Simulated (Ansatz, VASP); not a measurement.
**One calculation of MgI2, two programs**

```
Mg I
1.0
     4.20720    0.00000   -0.30860
    -2.10360    3.64354    0.15430
    -0.57299    0.00000    7.49925
Mg I
1 2
Direct
  0.00000 0.00000 0.00000
  0.27621 0.66807 0.77641
  0.72379 0.33193 0.22359
```

Change from the starting cell: engineering shear strain xz -0.1467, normal strain along z -0.0400.

Alike in both runs: functional PBE; k mesh 6 × 6 × 4; occupations gaussian, width 0.05 eV; no spin polarisation.

Ansatz relaxed the structure, and its values are those at the end. VASP's run is a single point on that final structure, the one shown.

|  | VASP | Ansatz |
| --- | --- | --- |
| version | VASP 6.6.1 | Ansatz 0.2.0 |
| potentials or method | VASP PAW PBE potentials, release 64 (Mg, I) | scalar-relativistic, plane waves, PAW |
| plane-wave cutoff (eV) | 520 | 520 |
| valence electrons in the cell | 16 | 44 |

VASP gave:

* gap on the k mesh at the Fermi level (eV): 3.49
* least direct gap on the mesh (eV): 3.68
* pressure (GPa): 0.1
* rms of the force components (eV/Å): 0.001

Estimate Ansatz's values.

gap on the k mesh at the Fermi level (eV): 3.50; least direct gap on the mesh (eV): 3.70; pressure (GPa): 0.2; rms of the force components (eV/Å): 0.004.

With one functional, cell and mesh, what is left measures potentials, basis and numerics. The two sets of potentials don't hold the same shells in valence. Ansatz warned: «stress_scf_threshold_loose».

Caveats: spin-orbit coupling is left out, which moves the levels of the heavy elements. A k mesh can miss the band edges.
